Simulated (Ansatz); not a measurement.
# Bi (R-3m) in Ansatz: reference runs

Aim: a first look at Bi with PBE, on the cell as given and on a disturbed one.

All numbers are computed with Ansatz 0.2.0; they aren't measurements. Logs are shortened: lines on timing, memory, paths and dates and some standing lists are left out, and cuts for length are marked.

## Step 1: The crystal as given

The structure is trigonal, space group R-3m (No. 166). The conventional cell has a = 4.535 Å, b = 4.535 Å, c = 11.814 Å, α = 90.00°, β = 90.00°, γ = 120.00°. Around Bi (site symmetry 3m) lie 6 Bi at 3.06 to 3.52 Å.

## Step 2: Single point, PBE

input.yaml reads:

```yaml
crystal:
  lattice:
    - [2.2675, 1.3091417354, 3.938]
    - [-2.2675, 1.3091417354, 3.938]
    - [0.0, -2.6182834708, 3.938]
  atoms:
    - { symbol: Bi, position: [0.766, 0.766, 0.766] }
    - { symbol: Bi, position: [0.234, 0.234, 0.234] }
hamiltonian:
  xc: pbe
  pseudopotentials: { kind: paw }
kpoints:
  mp_grid: { grid: [7, 7, 7] }
scf:
  occupations: { method: fermi_dirac, width: 0.05 }
output:
  forces: true
  stress: true
  eigenvalues: true
```

Potentials or basis: Ansatz PAW.

Run with:

```console
$ ansatz run input.yaml --threads 1 --pin off --max-ram 2560MiB --backend cpu --events-out ev --progress --plain --runs-dir out
```

The log of the run:

```text
Warning: RAYON_NUM_THREADS=1 ignored (pool sized by the plan → 1); use --threads N
Engine: ansatz 0.2.0, aarch64-unknown-linux-gnu
Pseudopotentials: kind: paw
Pseudopotential: Bi, paw, valence charge 15, recommended cutoff 420 eV (normal), Bi.paw.azcp
Functional definition: PBE
  parameter kappa = 0.804
  parameter beta = 0.06672455060314922
  exchange = pbe_x(kappa = kappa, mu = beta*pi^2/3)
  correlation = pbe_c(beta = beta)
Crystal: 2 atoms, lattice volume = 70.139 Å³
Basis set: ecut = 420 eV, 1369 PW (Γ), exchange–correlation on 64×64×64 points (8 copies of the dense FFT grid, shifted against one another)
Bands: 19, of which v1, the nominal top of the filled ones, is band 15 counted from 1 (14 counted from 0)
Symmetry: 12 space group operations
Space group: R-3m (ITA 166), of the structure as read, at distance tolerance 4.1e-5 Å
k-points: 44 of 343
Non-local potential: Bi, projectors of the file, l = 0: 2, l = 1: 2, l = 2: 2, l = 3: 2
PAW form: soft (Blöchl's): semilocal exchange-correlation on the pseudo side does not see the compensation charge
PAW one-centre angular grid: Bi, 590 points (default); XC on 64 Gauss nodes
Initial density: superposition of atomic densities (neutral atoms: chi_scale 0, normalization atom), corrected by the library's trained network
Initial wavefunctions: pseudopotential atomic-orbital guess
Functional: x = pbe(κ = 0.804, μ = 0.2195149727645171), c = pbe(β = 0.06672455060314922)
SCF iter   1: F=—  HF=-24793.103668 eV  |F-HF|=—  |Δ(HF+E_count)|=         —  Δρ=9.93e-4  dr2=7.37e-4  ethr=1.77e-3  ⟨swp⟩=6.2  Hψ=4194  notcnv=0
preconditioner: auto → none  [insulator: Δε(μ)=0.263 eV  Ē_g=20.357 eV  σ=0.050 eV  W_gap=0.86  n_scr=14 (ndim 8)  ℏωp=24.3 eV  f_vac=0.003  D(μ)=0.12/eV (n_scr^D=0)  ε∞_Penn≈2.4]
SCF iter   2: F=—  HF=-24793.102926 eV  |F-HF|=—  |Δ(HF+E_count)|=   7.42e-4  Δρ=4.84e-4  dr2=1.38e-4  ethr=2.46e-6  ⟨swp⟩=2.3  Hψ=1900  notcnv=0
SCF iter   3: F=—  HF=-24793.102983 eV  |F-HF|=—  |Δ(HF+E_count)|=   5.62e-5  Δρ=2.10e-4  dr2=1.95e-5  ethr=4.60e-7  ⟨swp⟩=2.3  Hψ=1460  notcnv=0
SCF iter   4: F=—  HF=-24793.103007 eV  |F-HF|=—  |Δ(HF+E_count)|=   2.42e-5  Δρ=3.89e-5  dr2=7.02e-7  ethr=6.51e-8  ⟨swp⟩=2.0  Hψ=1057  notcnv=0
iter 5 did not close the SCF: its close was put off for the readings that it lacked (scf_convergence_deferred on its scf_iter line)
SCF iter   5: F=-24793.103007 eV  HF=-24793.103007 eV  |F-HF|=1.77e-8  |Δ(HF+E_count)|=   5.81e-7  Δρ=6.10e-6  dr2=1.95e-8  ethr=2.34e-9  ⟨swp⟩=2.0  Hψ=1497  notcnv=0
SCF iter   6: F=-24793.103007 eV  HF=-24793.103007 eV  |F-HF|=3.86e-10  |Δ(HF+E_count)|=   8.51e-9  Δρ=1.09e-6  dr2=9.65e-10  ethr=6.50e-11  ⟨swp⟩=2.7  Hψ=3237  notcnv=0
SCF 1 converged in 6 iterations: F = -24793.103007 eV  dr2 = 9.65e-10
SCF converged after 6 iterations
Free energy (F): -24793.103007 eV
Harris-Foulkes:  -24793.103007 eV  (|F-HF|=3.86e-10)
Internal energy: -24793.101689 eV  (E = F + TS)
E sigma→0 (E₀):  -24793.102348 eV
Entropy (-TS):   -0.001318 eV (-0.659 meV/atom)
Fermi energy:    9.684517 eV
--- Per-component energies (eV) ---
  E_band       = -216.529022
  E_kinetic    = 605.169033
  E_local      = -3109.490160  (includes V_loc(G=0)·N_el)
  E_nonlocal   = 1118.913502
  E_hartree    = 1014.692216
  E_xc         = -302.420024
  E_vxc        = -288.358555  (∫ρ·V_xc dr)
  E_paw        = -21326.434109  (= ΣΔE_a)
  E_vpaw       = -572.145236  (= ΣTr[D̂ρ^β])
  E_aug_tail   = -0.000870  (compensation charges beyond the density's cutoff)
  E_ewald      = -2793.531276
  E_smearing   = -0.001318  (= −TS)
  E_closure    = -0.000000  (closes the sum)
  Σ components = -24793.103007   (vs F -24793.103007, Δ=0.00e0)
--- Forces (eV/Å), atoms counted from 1 ---
  atom   1  Bi    -0.00000000    -0.00000000    -0.19950713
  atom   2  Bi     0.00000000     0.00000000     0.19950713
  max |Σ_I F_I| component: 4.63e-18 eV/Å
--- Stress (GPa, compression-positive) ---
        2.167942       0.000000      -0.000000
        0.000000       2.167942      -0.000000
       -0.000000      -0.000000       1.958725
  P = ⅓ Tr σ = 2.0982 GPa (20.982 kbar)
--- Band table (eV; the first three rows and the last of 44) ---
  k-point 0: bands = ["-13.1761", "-13.1761", "-13.0231", "-13.0231", "-13.0059", "-12.8357", "-12.8238", "-12.8238", "-12.6991", "-12.6991", "-3.3339", "2.3527", "8.2939", "8.5499", "8.5499", "12.2805", "12.7501", "12.7501", "15.4226"]
  k-point 1: bands = ["-13.1614", "-13.1571", "-13.0166", "-13.0116", "-12.9959", "-12.8455", "-12.8335", "-12.8298", "-12.7199", "-12.7146", "-3.1416", "1.9105", "8.3633", "8.5361", "8.5759", "11.8266", "12.1014", "12.3091", "14.8249"]
  k-point 2: bands = ["-13.1235", "-13.1041", "-13.0022", "-12.9806", "-12.9659", "-12.8781", "-12.8608", "-12.8427", "-12.7741", "-12.7541", "-2.5783", "0.8452", "8.3753", "8.5353", "8.8391", "10.6400", "11.2613", "11.4694", "15.2466"]
  k-point 43: bands = ["-13.0879", "-13.0873", "-12.9892", "-12.9823", "-12.9646", "-12.8726", "-12.8552", "-12.8514", "-12.8003", "-12.7957", "-1.9617", "-0.0910", "7.0562", "8.5533", "8.9096", "10.8240", "11.2294", "12.8264", "16.2265"]
```

Wall time 3.2 s (1 thread of Arm Neoverse V1, shared host); peak memory 0.33 GiB.

Results:

- Free energy: -24793.1030 eV
- Pressure: 2.1 GPa
- Largest force: 0.200 eV/Å
- Band gap on the k mesh: 0.26 eV, indirect (least direct gap 0.53 eV)

Forces on the atoms (eV/Å):
```
Bi   0.000  0.000 -0.200
Bi   0.000  0.000  0.200
```

Levels at points of the mesh, in eV from the valence-band top:
| k point | band 12 | band 13 | band 14 | band 15 | band 16 | band 17 | band 18 | band 19 |
| --- | --- | --- | --- | --- | --- | --- | --- | --- |
| (0.00, 0.00, 0.00) | -7.18 | -1.24 | -0.99 | -0.99 | 2.75 | 3.21 | 3.21 | 5.89 |

Caveat: odd divisions of the mesh miss points on the zone boundary, where band edges often lie, so the gap on the mesh can be too wide; spin-orbit coupling is left out, which as a rule narrows the gap of such compounds by several tenths of an eV.

## Step 3: Single point, PBE (atoms moved at random, drawn with an rms of 0.05 Å)

Edit input.yaml of step 2 so:

```diff
@@ -6,4 +6,4 @@
   atoms:
-    - { symbol: Bi, position: [0.766, 0.766, 0.766] }
-    - { symbol: Bi, position: [0.234, 0.234, 0.234] }
+    - { symbol: Bi, position: [0.772434, 0.786245, 0.754061] }
+    - { symbol: Bi, position: [0.23222, 0.238582, 0.232252] }
 hamiltonian:
```

Potentials or basis: Ansatz PAW.

Run with:

```console
$ ansatz run input.yaml --threads 1 --pin off --max-ram 2560MiB --backend cpu --events-out ev --progress --plain --runs-dir out
```

The log of the run:

```text
Warning: RAYON_NUM_THREADS=1 ignored (pool sized by the plan → 1); use --threads N
[... 8 set-up lines as earlier in the session ...]
Crystal: 2 atoms, lattice volume = 70.139 Å³
Basis set: ecut = 420 eV, 1369 PW (Γ), exchange–correlation on 64×64×64 points (8 copies of the dense FFT grid, shifted against one another)
Bands: 19, of which v1, the nominal top of the filled ones, is band 15 counted from 1 (14 counted from 0)
Symmetry: 2 space group operations
Space group: P-1 (ITA 2), of the structure as read, at distance tolerance 4.1e-5 Å
k-points: 172 of 343
[... 6 set-up lines as earlier in the session ...]
SCF iter   1: F=—  HF=-24793.080147 eV  |F-HF|=—  |Δ(HF+E_count)|=         —  Δρ=9.60e-4  dr2=8.09e-4  ethr=1.77e-3  ⟨swp⟩=6.2  Hψ=16536  notcnv=0
preconditioner: auto → none  [insulator: Δε(μ)=0.235 eV  Ē_g=20.386 eV  σ=0.050 eV  W_gap=0.81  n_scr=14 (ndim 8)  ℏωp=24.3 eV  f_vac=0.003  D(μ)=0.11/eV (n_scr^D=0)  ε∞_Penn≈2.4]
SCF iter   2: F=—  HF=-24793.079482 eV  |F-HF|=—  |Δ(HF+E_count)|=   6.65e-4  Δρ=4.61e-4  dr2=1.35e-4  ethr=2.70e-6  ⟨swp⟩=2.3  Hψ=7452  notcnv=0
SCF iter   3: F=—  HF=-24793.079533 eV  |F-HF|=—  |Δ(HF+E_count)|=   5.13e-5  Δρ=1.91e-4  dr2=1.72e-5  ethr=4.50e-7  ⟨swp⟩=2.2  Hψ=5784  notcnv=0
SCF iter   4: F=—  HF=-24793.079553 eV  |F-HF|=—  |Δ(HF+E_count)|=   2.03e-5  Δρ=4.02e-5  dr2=6.96e-7  ethr=5.72e-8  ⟨swp⟩=2.0  Hψ=4129  notcnv=0
iter 5 did not close the SCF: its close was put off for the readings that it lacked (scf_convergence_deferred on its scf_iter line)
SCF iter   5: F=-24793.079554 eV  HF=-24793.079554 eV  |F-HF|=2.41e-8  |Δ(HF+E_count)|=   9.73e-7  Δρ=7.09e-6  dr2=2.71e-8  ethr=2.32e-9  ⟨swp⟩=2.0  Hψ=5850  notcnv=0
SCF iter   6: F=-24793.079554 eV  HF=-24793.079554 eV  |F-HF|=5.31e-10  |Δ(HF+E_count)|=   1.26e-8  Δρ=1.25e-6  dr2=1.55e-9  ethr=9.03e-11  ⟨swp⟩=2.9  Hψ=12972  notcnv=0
SCF 1 converged in 6 iterations: F = -24793.079554 eV  dr2 = 1.55e-9
SCF converged after 6 iterations
Free energy (F): -24793.079554 eV
Harris-Foulkes:  -24793.079554 eV  (|F-HF|=5.31e-10)
Internal energy: -24793.078310 eV  (E = F + TS)
E sigma→0 (E₀):  -24793.078932 eV
Entropy (-TS):   -0.001244 eV (-0.622 meV/atom)
Fermi energy:    9.693850 eV
--- Per-component energies (eV) ---
  E_band       = -216.659149
  E_kinetic    = 605.533670
  E_local      = -3119.520548  (includes V_loc(G=0)·N_el)
  E_nonlocal   = 1118.861589
  E_hartree    = 1019.544603
  E_xc         = -302.541218
  E_vxc        = -288.525121  (∫ρ·V_xc dr)
  E_paw        = -21326.427248  (= ΣΔE_a)
  E_vpaw       = -572.096171  (= ΣTr[D̂ρ^β])
  E_aug_tail   = -0.000867  (compensation charges beyond the density's cutoff)
  E_ewald      = -2788.528291
  E_smearing   = -0.001244  (= −TS)
  E_closure    = 0.000000  (closes the sum)
  Σ components = -24793.079554   (vs F -24793.079554, Δ=0.00e0)
--- Forces (eV/Å), atoms counted from 1 ---
  atom   1  Bi     0.04700580    -0.19533579    -0.47753567
  atom   2  Bi    -0.04700580     0.19533579     0.47753567
  max |Σ_I F_I| component: 0.00e0 eV/Å
--- Stress (GPa, compression-positive) ---
        2.255606       0.127903      -0.230961
        0.127903       3.326273       0.904721
       -0.230961       0.904721       2.682242
  P = ⅓ Tr σ = 2.7547 GPa (27.547 kbar)
--- Band table (eV; the first three rows and the last of 172) ---
  k-point 0: bands = ["-13.2015", "-13.1726", "-13.0309", "-13.0296", "-13.0009", "-12.8343", "-12.8179", "-12.8151", "-12.6989", "-12.6816", "-3.3800", "2.3962", "8.3634", "8.4573", "8.5849", "12.0996", "12.6060", "12.8608", "15.5277"]
  k-point 1: bands = ["-13.1832", "-13.1591", "-13.0212", "-13.0178", "-12.9927", "-12.8428", "-12.8265", "-12.8257", "-12.7132", "-12.7014", "-3.1843", "1.9369", "8.3318", "8.5386", "8.5873", "11.7700", "12.1824", "12.2577", "14.8101"]
  k-point 2: bands = ["-13.1332", "-13.1235", "-13.0038", "-12.9830", "-12.9677", "-12.8741", "-12.8576", "-12.8389", "-12.7541", "-12.7483", "-2.6093", "0.8357", "8.2771", "8.4946", "8.8838", "10.6340", "11.4349", "11.5315", "15.2377"]
  k-point 171: bands = ["-13.1131", "-13.0451", "-13.0015", "-12.9481", "-12.9362", "-12.9108", "-12.8885", "-12.8509", "-12.8184", "-12.7713", "-1.5205", "-0.5049", "6.9747", "8.1506", "8.6086", "10.7034", "11.4645", "12.3252", "16.3742"]
```

Run time: 12 s. Hardware: 1 thread of Arm Neoverse V1, shared host; peak memory 0.44 GiB.

What came out:

```
Free energy            : -24793.0796 eV
Pressure               : 2.8 GPa
Largest force          : 0.518 eV/Å
Band gap on the k mesh : 0.24 eV, indirect (least direct gap 0.53 eV)
```

Forces on the atoms (eV/Å):
```
Bi   0.047 -0.195 -0.478
Bi  -0.047  0.195  0.478
```

Stress tensor (GPa, compression positive):
```
 2.26  0.13 -0.23
 0.13  3.33  0.90
-0.23  0.90  2.68
```

Caveat: odd divisions of the mesh miss points on the zone boundary, where band edges often lie, so the gap on the mesh can be too wide; spin-orbit coupling is left out, which as a rule narrows the gap of such compounds by several tenths of an eV. A k mesh can miss the band edges.
